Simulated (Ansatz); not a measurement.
## Thickness series of a NiSi2/Si/CoSi2 junction

Wanted: T(E), the conductance and its decay constant for NiSi2/Si/CoSi2. The lower electrode is NiSi2 fluorite(111), the upper one CoSi2 fluorite(111); the barrier is Si diamond(111) (whole bilayers). In the first transport cell, after relaxation, the nearest pair of electrode and barrier is Si–Si at 2.36 Å, along the normal, at the lower face and Si–Si at 2.38 Å, along the normal, at the upper one. All share a net of side 3.84 Å, which strains the lower electrode by +0.0 %, the upper one by +1.3 % and the barrier by -0.7 %, against typed lattice constants near PBE's. The first steps treat the bulk electrodes alone.

Calculated with Ansatz 0.2.0; PBE DFT, plane waves, PAW files, in the first sound run; inputs show where later runs differ.

## (1) The structure

Symmetry: Fm-3m, No. 225, cubic system. The conventional cell has a = 5.430 Å, b = 5.430 Å, c = 5.430 Å, α = 90.00°, β = 90.00°, γ = 90.00°. Nearest to Si lie 4 Ni at 2.35 Å. Nearest to Ni lie 8 Si at 2.35 Å. Farther neighbours are not listed.

## (2) The strained electrode, electrode NiSi2 fluorite(111)

The electrode is held to the junction's net and relaxed along the normal; its spacing is used for the ideal lead layers.

input.yaml reads:

```yaml
crystal:
  lattice:
    - [3.84, 0.0, 0.0]
    - [-1.92, 3.3255375505, 0.0]
    - [0.0, 0.0, 9.4043325761]
  atoms:
    - { symbol: Si, position: [0.0, 0.0, 0.0] }
    - { symbol: Ni, position: [0.3333333333, 0.6666666667, 0.0833333333] }
    - { symbol: Si, position: [0.6666666667, 0.3333333333, 0.1666666667] }
    - { symbol: Si, position: [0.3333333333, 0.6666666667, 0.3333333333] }
    - { symbol: Ni, position: [0.6666666667, 0.3333333333, 0.4166666667] }
    - { symbol: Si, position: [0.0, 0.0, 0.5] }
    - { symbol: Si, position: [0.6666666667, 0.3333333333, 0.6666666667] }
    - { symbol: Ni, position: [0.0, 0.0, 0.75] }
    - { symbol: Si, position: [0.3333333333, 0.6666666667, 0.8333333333] }
kpoints:
  mp_grid: { grid: [12, 12, 3] }
scf:
  occupations: { method: fermi_dirac, width: 0.1 }
  max_iter: 150
hamiltonian:
  xc: pbe
relax:
  f_tol: 0.01
  max_steps: 40
  cell: { fix: [a, b, angles] }
```

The run is started by

```bash
> ansatz run input.yaml --threads 8 --pin off --max-ram 24576MiB --backend cpu --events-out ev --progress --plain --runs-dir out
```

Numbers of over 12 decimals in the logs are rounded to 6 here.

Log:

```text
Engine: ansatz 0.2.0, aarch64-unknown-linux-gnu
Pseudopotentials: kind: paw
Pseudopotential: Si, paw, valence charge 4, recommended cutoff 420 eV (normal), Si.paw.azcp
Pseudopotential: Ni, paw, valence charge 18, recommended cutoff 420 eV (normal), Ni.paw.azcp
Functional definition: PBE
  parameter kappa = 0.804
  parameter beta = 0.066725
  exchange = pbe_x(kappa = kappa, mu = beta*pi^2/3)
  correlation = pbe_c(beta = beta)
Crystal: 9 atoms, lattice volume = 120.094 Å³
Basis set: ecut = 420 eV, 2287 PW (Γ), exchange–correlation on 54×54×128 points (8 copies of the dense FFT grid, shifted against one another)
Bands: 48, of which v1, the nominal top of the filled ones, is band 39 counted from 1 (38 counted from 0)
Symmetry: 36 space group operations
Space group: R-3m (ITA 166), of the structure as read, at distance tolerance 4.9e-5 Å
k-points: 50 of 432
Non-local potential: Si, projectors of the file, l = 0: 2, l = 1: 2, l = 2: 2
Non-local potential: Ni, projectors of the file, l = 0: 3, l = 1: 2, l = 2: 3, l = 3: 1
PAW form: soft (Blöchl's): semilocal exchange-correlation on the pseudo side does not see the compensation charge
PAW one-centre angular grid: Si, 110 points (default); XC on 64 Gauss nodes
PAW one-centre angular grid: Ni, 590 points (default); XC on 64 Gauss nodes
Initial density: superposition of atomic densities (neutral atoms: chi_scale 0, normalization atom), corrected by the library's trained network
Initial wavefunctions: pseudopotential atomic-orbital guess
Functional: x = pbe(κ = 0.804, μ = 0.219515), c = pbe(β = 0.066725)
SCF iter   1: F=—  HF=-21337.252619 eV  |F-HF|=—  |Δ(HF+E_count)|=         —  Δρ=1.04e-2  dr2=9.32e-2  ethr=1.77e-3  ⟨swp⟩=7.7  Hψ=10336  notcnv=0  defer=3
preconditioner: auto → Kerker (q_TF=auto, 2.539 Å⁻¹)  [metal: Δε(μ)=0.023 eV  Ē_g=7.331 eV  σ=0.100 eV  W_gap=0.06  n_scr=36 (ndim 8)  ℏωp=24.9 eV  f_vac=0.000  D(μ)=2.76/eV (n_scr^D=24)]
SCF iter   2: F=—  HF=-21337.243995 eV  |F-HF|=—  |Δ(HF+E_count)|=   8.62e-3  Δρ=4.22e-3  dr2=1.86e-2  ethr=1.19e-4  ⟨swp⟩=2.0  Hψ=3009  notcnv=0  defer=3
SCF iter   3: F=—  HF=-21337.242061 eV  |F-HF|=—  |Δ(HF+E_count)|=   1.93e-3  Δρ=5.38e-4  dr2=2.74e-4  ethr=2.38e-5  ⟨swp⟩=1.3  Hψ=2550  notcnv=0  defer=4
SCF iter   4: F=—  HF=-21337.242212 eV  |F-HF|=—  |Δ(HF+E_count)|=   1.51e-4  Δρ=1.99e-4  dr2=6.31e-5  ethr=3.51e-7  ⟨swp⟩=2.0  Hψ=4302  notcnv=0  defer=4
SCF iter   5: F=—  HF=-21337.242202 eV  |F-HF|=—  |Δ(HF+E_count)|=   1.03e-5  Δρ=2.08e-4  dr2=3.77e-5  ethr=8.09e-8  ⟨swp⟩=2.0  Hψ=3741  notcnv=0  defer=4
SCF iter   6: F=—  HF=-21337.242205 eV  |F-HF|=—  |Δ(HF+E_count)|=   2.70e-6  Δρ=7.04e-5  dr2=5.37e-6  ethr=4.83e-8  ⟨swp⟩=2.0  Hψ=3339  notcnv=0  defer=4
SCF iter   7: F=—  HF=-21337.242206 eV  |F-HF|=—  |Δ(HF+E_count)|=   1.71e-6  Δρ=1.18e-5  dr2=2.37e-7  ethr=6.88e-9  ⟨swp⟩=2.0  Hψ=3258  notcnv=0  defer=4
SCF iter   8: F=-21337.242207 eV  HF=-21337.242207 eV  |F-HF|=2.59e-9  |Δ(HF+E_count)|=   1.48e-7  Δρ=2.73e-6  dr2=1.46e-8  ethr=1.28e-10  ⟨swp⟩=4.1  Hψ=8477  notcnv=0
SCF 1 converged in 8 iterations: F = -21337.242207 eV  dr2 = 1.46e-8
  greatest PAW one-centre occupation: 1.000 electrons in one spin orbital (limit 2), on the Ni atom at site 7 (counted from 0), in its partial waves of l = 1
relax step   1: F+E_penalty+E_count = -21337.24220659 eV  Δ(F+E_penalty+E_count) = +0.000e0 eV  max|allowed force component| = 3.279e-2 eV/Å  Δτ_max = 0.0000 Å  P = +1.161 GPa  Ω = 120.094 Å³  fix = [a, b, alpha, beta, gamma]  reactions: a +0.713, b +0.713 GPa  (8 SCF iters, dr2 threshold 1.00e-7 eV, accepted)
Crystal: 9 atoms, lattice volume = 120.669 Å³
Basis set: ecut = 420 eV, 2323 PW (Γ), exchange–correlation on 54×54×128 points (8 copies of the dense FFT grid, shifted against one another)
Initial density: handed on by an earlier stage of this run
Initial wavefunctions: those handed on with the density
iter 1 solved again at ethr=9.69e-7 eV; its pass at ethr=3.10e-3 eV (dr2=7.56e-4 eV) is discarded
SCF iter   1: F=—  HF=-21337.248298 eV  |F-HF|=—  |Δ(HF+E_count)|=         —  Δρ=9.92e-4  dr2=6.29e-4  ethr=9.69e-7  ⟨swp⟩=2.2  Hψ=11006  notcnv=0
preconditioner: auto → Kerker (q_TF=auto, 2.537 Å⁻¹)  [metal: Δε(μ)=0.019 eV  Ē_g=7.325 eV  σ=0.100 eV  W_gap=0.05  n_scr=36 (ndim 8)  ℏωp=24.8 eV  f_vac=0.002  D(μ)=2.71/eV (n_scr^D=24)]
SCF iter   2: F=—  HF=-21337.248177 eV  |F-HF|=—  |Δ(HF+E_count)|=   1.22e-4  Δρ=4.06e-4  dr2=1.28e-4  ethr=8.07e-7  ⟨swp⟩=1.1  Hψ=2476  notcnv=0
SCF iter   3: F=—  HF=-21337.248158 eV  |F-HF|=—  |Δ(HF+E_count)|=   1.81e-5  Δρ=1.87e-4  dr2=3.25e-5  ethr=1.64e-7  ⟨swp⟩=1.0  Hψ=2416  notcnv=0
SCF iter   4: F=—  HF=-21337.248156 eV  |F-HF|=—  |Δ(HF+E_count)|=   2.19e-6  Δρ=9.13e-5  dr2=9.64e-6  ethr=4.16e-8  ⟨swp⟩=2.2  Hψ=3501  notcnv=0
iter 5 did not close the SCF: its close was put off for the readings that it lacked (scf_convergence_deferred on its scf_iter line)
SCF iter   5: F=-21337.248157 eV  HF=-21337.248157 eV  |F-HF|=4.12e-8  |Δ(HF+E_count)|=   2.76e-7  Δρ=1.64e-5  dr2=4.60e-7  ethr=1.24e-8  ⟨swp⟩=1.8  Hψ=3168  notcnv=0
SCF iter   6: F=-21337.248157 eV  HF=-21337.248157 eV  |F-HF|=4.41e-9  |Δ(HF+E_count)|=   1.93e-7  Δρ=7.10e-6  dr2=5.70e-8  ethr=5.90e-10  ⟨swp⟩=2.9  Hψ=8806  notcnv=0
SCF 2 converged in 6 iterations: F = -21337.248157 eV  dr2 = 5.70e-8
relax step   2: F+E_penalty+E_count = -21337.24815675 eV  Δ(F+E_penalty+E_count) = -5.950e-3 eV  max|allowed force component| = 1.990e-2 eV/Å  Δτ_max = 0.0049 Å  P = +0.465 GPa  Ω = 120.669 Å³  energy of the carried Pulay correction = -1.587e-4 eV  fix = [a, b, alpha, beta, gamma]  reactions: a +0.236, b +0.236 GPa  (6 SCF iters, dr2 threshold 9.00e-7 eV, accepted)
Crystal: 9 atoms, lattice volume = 121.165 Å³
Basis set: ecut = 420 eV, 2335 PW (Γ), exchange–correlation on 54×54×128 points (8 copies of the dense FFT grid, shifted against one another)
iter 1 solved again at ethr=7.64e-7 eV; its pass at ethr=3.10e-3 eV (dr2=5.96e-4 eV) is discarded
SCF iter   1: F=—  HF=-21337.249874 eV  |F-HF|=—  |Δ(HF+E_count)|=         —  Δρ=8.74e-4  dr2=4.76e-4  ethr=7.64e-7  ⟨swp⟩=2.2  Hψ=10989  notcnv=0
preconditioner: auto → Kerker (q_TF=auto, 2.535 Å⁻¹)  [metal: Δε(μ)=0.044 eV  Ē_g=7.297 eV  σ=0.100 eV  W_gap=0.11  n_scr=36 (ndim 8)  ℏωp=24.8 eV  f_vac=0.002  D(μ)=2.69/eV (n_scr^D=24)]
SCF iter   2: F=—  HF=-21337.249773 eV  |F-HF|=—  |Δ(HF+E_count)|=   1.00e-4  Δρ=3.63e-4  dr2=1.00e-4  ethr=6.10e-7  ⟨swp⟩=1.1  Hψ=2476  notcnv=0
SCF iter   3: F=—  HF=-21337.249762 eV  |F-HF|=—  |Δ(HF+E_count)|=   1.17e-5  Δρ=1.65e-4  dr2=2.56e-5  ethr=1.29e-7  ⟨swp⟩=1.0  Hψ=2400  notcnv=0
SCF iter   4: F=—  HF=-21337.249760 eV  |F-HF|=—  |Δ(HF+E_count)|=   1.19e-6  Δρ=8.16e-5  dr2=7.75e-6  ethr=3.29e-8  ⟨swp⟩=2.2  Hψ=3626  notcnv=0
iter 5 did not close the SCF: its close was put off for the readings that it lacked (scf_convergence_deferred on its scf_iter line)
SCF iter   5: F=-21337.249761 eV  HF=-21337.249761 eV  |F-HF|=3.73e-8  |Δ(HF+E_count)|=   2.67e-7  Δρ=1.50e-5  dr2=3.75e-7  ethr=9.94e-9  ⟨swp⟩=1.8  Hψ=3233  notcnv=0
SCF iter   6: F=-21337.249761 eV  HF=-21337.249761 eV  |F-HF|=5.97e-10  |Δ(HF+E_count)|=   1.63e-7  Δρ=7.01e-6  dr2=5.41e-8  ethr=4.81e-10  ⟨swp⟩=2.9  Hψ=8591  notcnv=0
SCF 3 converged in 6 iterations: F = -21337.249761 eV  dr2 = 5.41e-8
relax step   3: F+E_penalty+E_count = -21337.24976079 eV  Δ(F+E_penalty+E_count) = -1.604e-3 eV  max|allowed force component| = 1.782e-3 eV/Å  Δτ_max = 0.0049 Å  P = -0.119 GPa  Ω = 121.165 Å³  energy of the carried Pulay correction = -2.952e-4 eV  fix = [a, b, alpha, beta, gamma]  reactions: a -0.178, b -0.178 GPa  (6 SCF iters, dr2 threshold 9.00e-7 eV, accepted)
Initial wavefunctions: pseudopotential atomic-orbital guess (no wavefunctions were taken with the density)
iter 1 solved again at ethr=3.71e-6 eV; its pass at ethr=3.10e-3 eV (dr2=2.90e-3 eV) is discarded
SCF iter   1: F=—  HF=-21337.249893 eV  |F-HF|=—  |Δ(HF+E_count)|=         —  Δρ=2.01e-4  dr2=1.08e-6  ethr=3.71e-6  ⟨swp⟩=2.8  Hψ=15269  notcnv=0
eigensolver tolerance schedule: the retry pair's looser diagonalisation over-reported the residual by 2694.29 of it (diagonalisation noise at an unbounded share of the residual, at the tolerance the schedule requests for it); recorded, not acted on — ethr = c·dr2/N_el stays at c = 1.0e-1
SCF iter   2: F=—  HF=-21337.250017 eV  |F-HF|=—  |Δ(HF+E_count)|=   1.24e-4  Δρ=1.02e-4  dr2=2.88e-7  ethr=1.38e-9  ⟨swp⟩=2.9  Hψ=4953  notcnv=0
SCF iter   3: F=—  HF=-21337.250077 eV  |F-HF|=—  |Δ(HF+E_count)|=   6.02e-5  Δρ=4.05e-6  dr2=1.59e-8  ethr=3.70e-10  ⟨swp⟩=1.0  Hψ=2404  notcnv=0
SCF iter   4: F=—  HF=-21337.250077 eV  |F-HF|=—  |Δ(HF+E_count)|=   4.97e-9  Δρ=1.12e-6  dr2=2.62e-9  ethr=2.03e-11  ⟨swp⟩=2.3  Hψ=3225  notcnv=0
SCF iter   5: F=—  HF=-21337.250077 eV  |F-HF|=—  |Δ(HF+E_count)|=   1.52e-9  Δρ=5.22e-7  dr2=5.96e-10  ethr=3.36e-12  ⟨swp⟩=2.1  Hψ=3513  notcnv=0
SCF iter   6: F=-21337.250077 eV  HF=-21337.250077 eV  |F-HF|=3.64e-12  |Δ(HF+E_count)|=  4.69e-10  Δρ=7.28e-8  dr2=5.77e-12  ethr=1.00e-12  ⟨swp⟩=3.1  Hψ=9645  notcnv=0
SCF 4 converged in 6 iterations: F = -21337.250077 eV  dr2 = 5.77e-12
relax step   4: F+E_penalty+E_count = -21337.25007692 eV  Δ(F+E_penalty+E_count) = -3.161e-4 eV  max|allowed force component| = 1.819e-3 eV/Å  Δτ_max = 0.0000 Å  P = -0.118 GPa  Ω = 121.165 Å³  fix = [a, b, alpha, beta, gamma]  reactions: a -0.178, b -0.178 GPa  stress off target by 2.66e-3 GPa on what of the cell is left free  SCF on the basis re-selected at this cell (its energy is not comparable with the rows above)  (6 SCF iters)
basis re-selected at this cell: Δ(F+E_penalty+E_count) = -3.161e-4 eV, ΔP = +0.001 GPa vs the last step (what re-selecting the basis moved, of the pressure what is left beyond the Pulay correction that the steps carried, after the strain that the cell walked since its last selection, with what the two solves' SCF thresholds leave and, on support functions, any second-order correction that the steps lacked; it is no m [...]
SCF converged after 6 iterations
Free energy (F): -21337.250077 eV
Harris-Foulkes:  -21337.250077 eV  (|F-HF|=3.64e-12)
Internal energy: -21337.161385 eV  (E = F + TS)
E sigma→0 (E₀):  -21337.205731 eV
Entropy (-TS):   -0.088692 eV (-9.855 meV/atom)
Fermi energy:    12.854146 eV
--- Per-component energies (eV) ---
  E_band       = -1054.656545
  E_kinetic    = 1107.518587
  E_local      = -14804.914020  (includes V_loc(G=0)·N_el)
  E_nonlocal   = 2038.793481
  E_hartree    = 6399.499183
  E_xc         = -596.351413
  E_vxc        = -623.499591  (∫ρ·V_xc dr)
  E_paw        = -7954.306847  (= ΣΔE_a)
  E_vpaw       = -1571.555133  (= ΣTr[D̂ρ^β])
  E_aug_tail   = 0.001692  (compensation charges beyond the density's cutoff)
  E_ewald      = -7527.402048
  E_smearing   = -0.088692  (= −TS)
  E_closure    = 0.000000  (closes the sum)
  Σ components = -21337.250077   (vs F -21337.250077, Δ=0.00e0)
--- Forces (eV/Å), atoms counted from 1 ---
  atom   1  Si     0.00000000    -0.00000000    -0.00181880
  atom   2  Ni     0.00000000     0.00000000     0.00000000
  atom   3  Si     0.00000000     0.00000000     0.00181880
  atom   4  Si     0.00000000    -0.00000000    -0.00181880
  atom   5  Ni     0.00000000     0.00000000     0.00000000
  atom   6  Si     0.00000000     0.00000000     0.00181880
  atom   7  Si     0.00000000    -0.00000000    -0.00181880
  atom   8  Ni     0.00000000    -0.00000000     0.00000000
  atom   9  Si     0.00000000     0.00000000     0.00181880
  max |Σ_I F_I| component: 1.85e-16 eV/Å
--- Stress (GPa, compression-positive) ---
       -0.177883       0.000000      -0.000000
        0.000000      -0.177883      -0.000000
        0.000000      -0.000000       0.002657
  P = ⅓ Tr σ = -0.1177 GPa (-1.177 kbar)
--- Relaxed structure (3 steps of the walk, 3 accepted, 1 SCFs on fresh bases) ---
  F+E_penalty+E_count = -21337.25007692 eV   max|allowed force component| = 1.819e-3 eV/Å   (the final SCF, on the basis selected at the relaxed cell)
  cell:  # Å, volume = 121.1654 Å³
    - [3.840000, 0, 0]
    - [-1.920000, 3.325538, 0]
    - [0, 0, 9.488240]
  atoms:
    - { symbol: Si, position: [0, 0, -0.00103581] }
    - { symbol: Ni, position: [0.333333, 0.666667, 0.083333] }
    - { symbol: Si, position: [0.666667, 0.333333, 0.167702] }
    - { symbol: Si, position: [0.333333, 0.666667, 0.332298] }
    - { symbol: Ni, position: [0.666667, 0.333333, 0.416667] }
    - { symbol: Si, position: [0, 0, 0.501036] }
    - { symbol: Si, position: [0.666667, 0.333333, 0.665631] }
    - { symbol: Ni, position: [0, 0, 0.75] }
    - { symbol: Si, position: [0.333333, 0.666667, 0.834369] }
```

The job ended after 9.1 s (8 threads of Arm Neoverse V2, shared host; peak memory 0.72 GiB).

This run has no spin polarisation, although Ni can carry a moment.

Step by step:

```csv
step,energy less that of the first step (eV),largest force component (eV/Å),pressure (GPa),volume (Å³)
1,0.0000,0.0328,1.16,120.09
2,-0.0060,0.0199,0.46,120.67
3,-0.0076,0.0018,-0.12,121.17
4*,-0.0079,0.0018,-0.12,121.17
```

Relaxation steps marked * repeat the geometry before them on a plane-wave basis chosen anew for their cell, so energy and pressure can jump there.

The run keeps the 36 symmetry operations that it works with, so distortions that break them were not tested.

```csv
cell as run,before,after,change
a (Å),3.840,3.840,-0.0 %
b (Å),3.840,3.840,-0.0 %
c (Å),9.404,9.488,+0.9 %
volume (Å³/atom),13.34,13.46,+0.9 %
```

Final coordinates:

```cif
data_structure
_symmetry_space_group_name_H-M 'P 1'
_symmetry_Int_Tables_number 1
_cell_length_a 3.8400
_cell_length_b 3.8400
_cell_length_c 9.4882
_cell_angle_alpha 90.000
_cell_angle_beta 90.000
_cell_angle_gamma 120.000
_cell_volume 121.17
loop_
_atom_site_label
_atom_site_type_symbol
_atom_site_fract_x
_atom_site_fract_y
_atom_site_fract_z
_atom_site_occupancy
Si1 Si 0.00000 0.00000 0.99896 1
Ni2 Ni 0.33333 0.66667 0.08333 1
Si3 Si 0.66667 0.33333 0.16770 1
Si4 Si 0.33333 0.66667 0.33230 1
Ni5 Ni 0.66667 0.33333 0.41667 1
Si6 Si 0.00000 0.00000 0.50104 1
Si7 Si 0.66667 0.33333 0.66563 1
Ni8 Ni 0.00000 0.00000 0.75000 1
Si9 Si 0.33333 0.66667 0.83437 1
```

Numbers from this step:

```yaml
free_energy: -21337.2501 eV
fermi_energy: 12.85 eV
pressure: -0.1177 GPa
```

The relaxation ends with a largest force component of 0.0018 eV/Å.

[end of part 1 of 6]

[Logs are printed without paths, hosts, clocks, repeated set-up lines and the standing remarks that a program may print on its own settings, such as how far it seeks lower states.]

[Hosts, paths, dates, database ids (printed as entryN), source tags and the programs' standing remarks are cut or masked in the printed files.]
